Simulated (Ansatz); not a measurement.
# Pt (Im-3m) in Ansatz: further runs, part 2 of 2

Ansatz 0.2.0. The steps go on from the part before.

### 5 Relaxation of cell and atoms, PBEsol+D3(BJ)

The input, input.yaml:

```yaml
crystal:
  lattice:
    - [-1.58422, 1.58422, 1.58422]
    - [1.58422, -1.58422, 1.58422]
    - [1.58422, 1.58422, -1.58422]
  atoms:
    - { symbol: Pt, position: [0.0, 0.0, 0.0] }
hamiltonian:
  xc: pbesol
  pseudopotentials: { kind: paw }
  dispersion: d3bj
kpoints:
  mp_grid: { grid: [12, 12, 12] }
scf:
  occupations: { method: fermi_dirac, width: 0.05 }
output:
  forces: true
  stress: true
  eigenvalues: true
relax:
  f_tol: 0.01
  max_steps: 40
  cell: { stress_tol: 0.05 }
```

Potentials or basis: Ansatz PAW.

On the command line:

```console
$ ansatz run input.yaml --threads 2 --pin off --max-ram 5632MiB --backend cpu --events-out ev --progress --plain --runs-dir out
```

Output:

```text
Warning: RAYON_NUM_THREADS=2 ignored (pool sized by the plan → 2); use --threads N
Engine: ansatz 0.2.0, aarch64-unknown-linux-gnu
Pseudopotentials: kind: paw
Pseudopotential: Pt, paw, valence charge 18, recommended cutoff 420 eV (normal), Pt.paw.azcp
Functional definition: PBEsol
  exchange = pbesol_x
  correlation = pbesol_c
Crystal: 1 atoms, lattice volume = 15.904 Å³
Basis set: ecut = 420 eV, 321 PW (Γ), exchange–correlation on 40×40×40 points (8 copies of the dense FFT grid, shifted against one another)
Bands: 13, of which v1, the nominal top of the filled ones, is band 9 counted from 1 (8 counted from 0)
Symmetry: 48 space group operations
Space group: Im-3m (ITA 229), of the structure as read, at distance tolerance 2.5e-5 Å
k-points: 72 of 1728
Non-local potential: Pt, projectors of the file, l = 0: 3, l = 1: 2, l = 2: 2, l = 3: 1
PAW form: soft (Blöchl's): semilocal exchange-correlation on the pseudo side does not see the compensation charge
PAW frozen core: Pt, regenerated for the run's functional, and the local potential with it (the file was generated under x = pbe(κ = 0.804, μ = 0.2195149727645171), c = pbe(β = 0.06672455060314922))
PAW one-centre angular grid: Pt, 590 points (default); XC on 64 Gauss nodes
Initial density: superposition of atomic densities (neutral atoms: chi_scale 0, normalization atom), corrected by the library's trained network
Initial wavefunctions: pseudopotential atomic-orbital guess
Functional: x = pbesol(κ = 0.804, μ = 0.12345679012345678), c = pbesol(β = 0.046)
SCF iter   1: F=—  HF=-12384.410747 eV  |F-HF|=—  |Δ(HF+E_count)|=         —  Δρ=5.11e-3  dr2=2.78e-3  ethr=1.77e-3  ⟨swp⟩=5.0  Hψ=5191  notcnv=0
preconditioner: auto → none  [metal: Δε(μ)=0.087 eV  Ē_g=13.521 eV  σ=0.050 eV  W_gap=0.41  n_scr=0 (ndim 8)  ℏωp=29.4 eV  f_vac=0.000  D(μ)=0.69/eV (n_scr^D=0)]
SCF iter   2: F=—  HF=-12384.410156 eV  |F-HF|=—  |Δ(HF+E_count)|=   5.91e-4  Δρ=1.92e-3  dr2=1.73e-4  ethr=1.54e-5  ⟨swp⟩=2.4  Hψ=1992  notcnv=0
SCF iter   3: F=—  HF=-12384.410180 eV  |F-HF|=—  |Δ(HF+E_count)|=   2.41e-5  Δρ=9.99e-4  dr2=3.29e-5  ethr=9.59e-7  ⟨swp⟩=2.5  Hψ=1447  notcnv=0
SCF iter   4: F=—  HF=-12384.410209 eV  |F-HF|=—  |Δ(HF+E_count)|=   2.89e-5  Δρ=1.67e-4  dr2=8.62e-7  ethr=1.83e-7  ⟨swp⟩=2.0  Hψ=1385  notcnv=0
iter 5 did not close the SCF: its close was put off for the readings that it lacked (scf_convergence_deferred on its scf_iter line)
SCF iter   5: F=-12384.410210 eV  HF=-12384.410210 eV  |F-HF|=5.55e-9  |Δ(HF+E_count)|=   1.02e-6  Δρ=1.70e-5  dr2=1.10e-8  ethr=4.79e-9  ⟨swp⟩=2.2  Hψ=1409  notcnv=0
SCF iter   6: F=-12384.410210 eV  HF=-12384.410210 eV  |F-HF|=1.09e-11  |Δ(HF+E_count)|=   6.43e-9  Δρ=8.30e-7  dr2=3.18e-11  ethr=6.10e-11  ⟨swp⟩=1.1  Hψ=2814  notcnv=0
SCF 1 converged in 6 iterations: F = -12384.410210 eV  dr2 = 3.18e-11
relax step   1: F+E_penalty+E_count = -12384.41021031 eV  Δ(F+E_penalty+E_count) = +0.000e0 eV  max|allowed force component| = 0.000e0 eV/Å  Δτ_max = 0.0000 Å  P = -18.457 GPa  Ω = 15.904 Å³  (6 SCF iters, dr2 threshold 1.00e-7 eV, accepted)
Crystal: 1 atoms, lattice volume = 13.690 Å³
Basis set: ecut = 420 eV, 249 PW (Γ), exchange–correlation on 40×40×40 points (8 copies of the dense FFT grid, shifted against one another)
Initial density: handed on by an earlier stage of this run
Initial wavefunctions: those handed on with the density
iter 1 solved again at ethr=4.26e-5 eV; its pass at ethr=3.10e-3 eV (dr2=7.67e-3 eV) is discarded
SCF iter   1: F=—  HF=-12384.394605 eV  |F-HF|=—  |Δ(HF+E_count)|=         —  Δρ=1.09e-2  dr2=7.54e-3  ethr=4.26e-5  ⟨swp⟩=1.0  Hψ=6535  notcnv=0
preconditioner: auto → none  [metal: Δε(μ)=0.116 eV  Ē_g=15.244 eV  σ=0.050 eV  W_gap=0.50  n_scr=0 (ndim 8)  ℏωp=31.7 eV  f_vac=0.000  D(μ)=0.47/eV (n_scr^D=0)]
SCF iter   2: F=—  HF=-12384.393335 eV  |F-HF|=—  |Δ(HF+E_count)|=   1.27e-3  Δρ=5.07e-3  dr2=1.01e-3  ethr=4.19e-5  ⟨swp⟩=2.5  Hψ=1322  notcnv=0
SCF iter   3: F=—  HF=-12384.393380 eV  |F-HF|=—  |Δ(HF+E_count)|=   4.51e-5  Δρ=1.31e-3  dr2=1.08e-4  ethr=5.62e-6  ⟨swp⟩=2.0  Hψ=1582  notcnv=0
[... 32 lines left out ...]
SCF 5 converged in 3 iterations: F = -12384.480983 eV  dr2 = 3.24e-8
relax step   5: F+E_penalty+E_count = -12384.48098272 eV  Δ(F+E_penalty+E_count) = -4.516e-5 eV  max|allowed force component| = 0.000e0 eV/Å  Δτ_max = 0.0000 Å  P = -0.002 GPa  Ω = 14.773 Å³  energy of the carried Pulay correction = +4.099e-4 eV  (3 SCF iters, dr2 threshold 1.00e-7 eV, accepted)
Basis set: ecut = 420 eV, 321 PW (Γ), exchange–correlation on 36×36×36 points (8 copies of the dense FFT grid, shifted against one another)
Initial wavefunctions: pseudopotential atomic-orbital guess (no wavefunctions were taken with the density)
iter 1 solved again at ethr=3.00e-8 eV; its pass at ethr=3.10e-3 eV (dr2=5.39e-6 eV) is discarded
SCF iter   1: F=—  HF=-12384.480462 eV  |F-HF|=—  |Δ(HF+E_count)|=         —  Δρ=2.16e-4  dr2=1.10e-6  ethr=3.00e-8  ⟨swp⟩=2.9  Hψ=7438  notcnv=0
preconditioner: auto → none  [metal: Δε(μ)=0.101 eV  Ē_g=14.355 eV  σ=0.050 eV  W_gap=0.46  n_scr=0 (ndim 8)  ℏωp=30.6 eV  f_vac=0.000  D(μ)=0.59/eV (n_scr^D=0)]
SCF iter   2: F=—  HF=-12384.480466 eV  |F-HF|=—  |Δ(HF+E_count)|=   4.30e-6  Δρ=1.02e-4  dr2=2.06e-7  ethr=6.11e-9  ⟨swp⟩=2.0  Hψ=1584  notcnv=0
SCF iter   3: F=—  HF=-12384.480466 eV  |F-HF|=—  |Δ(HF+E_count)|=   9.40e-8  Δρ=2.22e-5  dr2=2.92e-8  ethr=1.14e-9  ⟨swp⟩=2.2  Hψ=1545  notcnv=0
SCF iter   4: F=—  HF=-12384.480466 eV  |F-HF|=—  |Δ(HF+E_count)|=  4.18e-10  Δρ=4.40e-6  dr2=5.85e-10  ethr=1.62e-10  ⟨swp⟩=2.6  Hψ=1463  notcnv=0
SCF iter   5: F=-12384.480466 eV  HF=-12384.480466 eV  |F-HF|=1.82e-12  |Δ(HF+E_count)|=  4.93e-10  Δρ=1.31e-7  dr2=8.53e-13  ethr=1.00e-12  ⟨swp⟩=4.0  Hψ=3837  notcnv=0
SCF 6 converged in 5 iterations: F = -12384.480466 eV  dr2 = 8.53e-13
relax step   6: F+E_penalty+E_count = -12384.48046643 eV  Δ(F+E_penalty+E_count) = +5.163e-4 eV  max|allowed force component| = 0.000e0 eV/Å  Δτ_max = 0.0000 Å  P = +0.028 GPa  Ω = 14.773 Å³  stress off target by 2.76e-2 GPa  SCF on the basis re-selected at this cell (its energy is not comparable with the rows above)  (5 SCF iters)
basis re-selected at this cell: Δ(F+E_penalty+E_count) = +5.163e-4 eV, ΔP = +0.030 GPa vs the last step (what re-selecting the basis moved, of the pressure what is left beyond the Pulay correction that the steps carried, after the strain that the cell walked since its last selection, with what the two solves' SCF thresholds leave and, on support functions, any second-order correction that the steps lacked; it is no measure of the basis error at this ecutwfc). The dense FFT grid was sized anew with the basis: this SCF ran on 18×18×18 points, the steps before it on 20×20×20, so part of this shift can come from that change (see relax.cell in the input reference). This SCF's stress stands 2.76e-2 GPa from its target on what of the cell is left free (relax.cell.stress_tol is 5.00e-2 GPa) and its largest allowed force component is 0.00e0 eV/Å (relax.f_tol is 1.00e-2 eV/Å): within both
SCF converged after 5 iterations
Free energy (F): -12384.480466 eV
Harris-Foulkes:  -12384.480466 eV  (|F-HF|=1.82e-12)
Internal energy: -12384.475036 eV  (E = F + TS)
E sigma→0 (E₀):  -12384.477751 eV
Entropy (-TS):   -0.005430 eV (-5.430 meV/atom)
Fermi energy:    23.550567 eV
--- Per-component energies (eV) ---
  E_band       = -121.194369
  E_kinetic    = 639.540634
  E_local      = -1437.067531  (includes V_loc(G=0)·N_el)
  E_nonlocal   = 203.254368
  E_hartree    = 533.805335
  E_xc         = -260.876349
  E_vxc        = -303.117773  (∫ρ·V_xc dr)
  E_paw        = -9316.598992  (= ΣΔE_a)
  E_vpaw       = -291.414953  (= ΣTr[D̂ρ^β])
  E_aug_tail   = 0.000184  (compensation charges beyond the density's cutoff)
  E_ewald      = -2746.054323
  E_disp       = -0.765344  (pairwise vdW)
  E_core_change = 0.286981  (= ΣΔE_core)
  E_smearing   = -0.005430  (= −TS)
  E_closure    = 0.000000  (closes the sum)
  Σ components = -12384.480466   (vs F -12384.480466, Δ=0.00e0)
--- Forces (eV/Å), atoms counted from 1 ---
  atom   1  Pt    -0.00000000     0.00000000    -0.00000000
  max |Σ_I F_I| component: 1.23e-31 eV/Å
--- Stress (GPa, compression-positive) ---
        0.027589      -0.000000      -0.000000
       -0.000000       0.027589       0.000000
       -0.000000       0.000000       0.027589
  P = ⅓ Tr σ = 0.0276 GPa (0.276 kbar)
--- Band table (eV; the first three rows and the last of 72) ---
  k-point 0: bands = ["-74.6934", "-28.6297", "-28.6297", "-28.6297", "13.3526", "19.7578", "19.7578", "19.7578", "22.5342", "22.5342", "40.6165", "40.6165", "40.6165"]
  k-point 1: bands = ["-74.6906", "-28.6660", "-28.6422", "-28.6295", "13.6542", "19.6343", "19.7544", "20.0080", "22.3757", "22.5430", "40.7598", "40.9071", "41.0656"]
  k-point 2: bands = ["-74.6831", "-28.7644", "-28.6763", "-28.6290", "14.4907", "19.3118", "19.7171", "20.7331", "22.1050", "22.5782", "40.7492", "40.9054", "42.3441"]
  k-point 71: bands = ["-74.6196", "-29.0205", "-29.0205", "-29.0205", "16.8444", "16.8444", "24.2523", "24.2523", "24.2523", "31.4073", "31.4073", "31.4073", "37.3791"]
--- Relaxed structure (5 steps of the walk, 4 accepted, 1 SCFs on fresh bases) ---
  F+E_penalty+E_count = -12384.48046643 eV   max|allowed force component| = 0.000e0 eV/Å   (the final SCF, on the basis selected at the relaxed cell)
  cell:  # Å, volume = 14.7731 Å³
    - [-1.5457441447120772, 1.5457441447120772, 1.5457441447120772]
    - [1.5457441447120772, -1.5457441447120772, 1.5457441447120772]
    - [1.5457441447120772, 1.5457441447120772, -1.5457441447120772]
  atoms:
    - { symbol: Pt, position: [0.0, 0.0, 0.0] }
```

Run time: 2.9 s. Hardware: 2 threads of Arm Neoverse V2, shared host; peak memory 0.28 GiB.

Results:

```
Free energy                            : -12384.4805 eV
Relaxed volume                         : 14.77 Å³/atom
Relaxed cell                           : a = 2.677 Å, b = 2.677 Å, c = 2.677 Å, α = 109.47°, β = 109.47°, γ = 109.47°
Space group after relaxing (to 0.05 Å) : Im-3m (No. 229)
Energy gained by relaxing              : 70.3 meV/atom
Ionic steps                            : 5
Pressure after relaxing                : 0.0 GPa
Band gap on the k mesh                 : none (metal or under the smearing width)
```

Step by step:
```
step  energy change (eV)  largest force (eV/Å)  volume (Å³)
   1              0.0000                0.0000        15.90
   2             -0.0688                0.0000        14.95
   3             -0.0707                0.0000        14.74
   4             -0.0708                0.0000        14.77
   5             -0.0703                0.0000        14.77
```

Final structure:
```xyz
1
Lattice="-1.5457 1.5457 1.5457 1.5457 -1.5457 1.5457 1.5457 1.5457 -1.5457" Properties=species:S:1:pos:R:3 pbc="T T T"
Pt    0.0000    0.0000    0.0000
```

Levels at points of the mesh, in eV from the Fermi level:
| k point | band 6 | band 7 | band 8 | band 9 | band 10 | band 11 | band 12 | band 13 |
| --- | --- | --- | --- | --- | --- | --- | --- | --- |
| (0.00, 0.00, 0.00) | -3.79 | -3.79 | -3.79 | -1.02 | -1.02 | 17.07 | 17.07 | 17.07 |
| (0.00, 0.00, -0.50) | -5.38 | -1.21 | -0.63 | 0.07 | 1.30 | 6.96 | 13.28 | 16.46 |
| (-0.50, -0.50, -0.50) | -6.71 | 0.70 | 0.70 | 0.70 | 7.86 | 7.86 | 7.86 | 13.83 |

Caveat: the plane-wave basis is chosen anew once the cell has moved, so the energies of steps on either side of that aren't comparable; pairwise dispersion overbinds metals, which lowers pressure and volume; the PAW data sets come from PBE, with cores solved anew for the run's functional, which leaves a small shift of forces and pressure.

### 6 Relaxation of cell and atoms, PBEsol+D4

Changes to input.yaml since step 5:

```diff
@@ -10,3 +10,3 @@
   pseudopotentials: { kind: paw }
-  dispersion: d3bj
+  dispersion: d4
 kpoints:
```

Potentials or basis: Ansatz PAW.

On the command line:

```console
$ ansatz run input.yaml --threads 2 --pin off --max-ram 5632MiB --backend cpu --events-out ev --progress --plain --runs-dir out
```

Wall time 3.9 s (2 threads of Arm Neoverse V2, shared host); peak memory 0.27 GiB.

Results (log left out):

```yaml
Free_energy: -12384.1770 eV
Relaxed_volume: 14.97 Å³/atom
Relaxed_cell: a = 2.689 Å, b = 2.689 Å, c = 2.689 Å, α = 109.47°, β = 109.47°, γ = 109.47°
Space_group_after_relaxing_to_0.05_Å: Im-3m (No. 229)
Energy_gained_by_relaxing: 47.1 meV/atom
Ionic_steps: 6
Pressure_after_relaxing: 0.0 GPa
Band_gap_on_the_k_mesh: none (metal or under the smearing width)
```

The path:
| step | energy change (eV) | largest force (eV/Å) | volume (Å³) |
| --- | --- | --- | --- |
| 1 | 0.0000 | 0.0000 | 15.90 |
| 2 | -0.0458 | 0.0000 | 15.13 |
| 3 | -0.0475 | 0.0000 | 14.96 |
| 4 | -0.0471 | 0.0000 | 14.96 |
| 5 | -0.0471 | 0.0000 | 14.97 |
| 6 | -0.0471 | 0.0000 | 14.97 |

Final structure:
```xyz
1
Lattice="-1.5525 1.5525 1.5525 1.5525 -1.5525 1.5525 1.5525 1.5525 -1.5525" Properties=species:S:1:pos:R:3 pbc="T T T"
Pt    0.0000    0.0000    0.0000
```

Levels at points of the mesh, in eV from the Fermi level:
```
              k point  band 7  band 8  band 9  band 10  band 11  band 12
   (0.00, 0.00, 0.00)   -3.72   -3.72   -1.00    -1.00    17.07    17.07
  (0.00, 0.00, -0.50)   -1.19   -0.62    0.10     1.27     6.84    13.28
(-0.50, -0.50, -0.50)    0.68    0.68    0.68     7.82     7.82     7.82
```

Caveat: the plane-wave basis is chosen anew once the cell has moved, so the energies of steps on either side of that aren't comparable; pairwise dispersion overbinds metals, which lowers pressure and volume; the PAW data sets come from PBE, with cores solved anew for the run's functional, which leaves a small shift of forces and pressure. The run has no spin-orbit coupling, so splittings on Pt are missing.

### 7 The runs side by side

```csv
task,level,cell,smearing,gap on the mesh (eV),pressure (GPa),relaxed volume (Å³/atom)
single point,PBE,as given,gaussian 0.026 eV,none,-1.4,-
relaxation of cell and atoms,PBE+D3(BJ),relaxed,fermi-dirac 0.05 eV,none,0.0,15.31
relaxation of cell and atoms,PBE+D4,relaxed,fermi-dirac 0.05 eV,none,0.0,15.37
relaxation of cell and atoms,PBEsol+D3(BJ),relaxed,fermi-dirac 0.05 eV,none,0.0,14.77
relaxation of cell and atoms,PBEsol+D4,relaxed,fermi-dirac 0.05 eV,none,0.0,14.97
```

Alike in all rows: potentials or basis Ansatz PAW; no spin polarisation; k mesh 12 × 12 × 12; cutoff (eV) 420.

Caveats: the plane-wave basis is chosen anew once the cell has moved, so the energies of steps on either side of that aren't comparable (some runs); pairwise dispersion overbinds metals, which lowers pressure and volume (some runs); the PAW data sets come from PBE, with cores solved anew for the run's functional, which leaves a small shift of forces and pressure (some runs).

Total energies depend on the potentials used, so only differences within one code and one set of settings carry meaning.
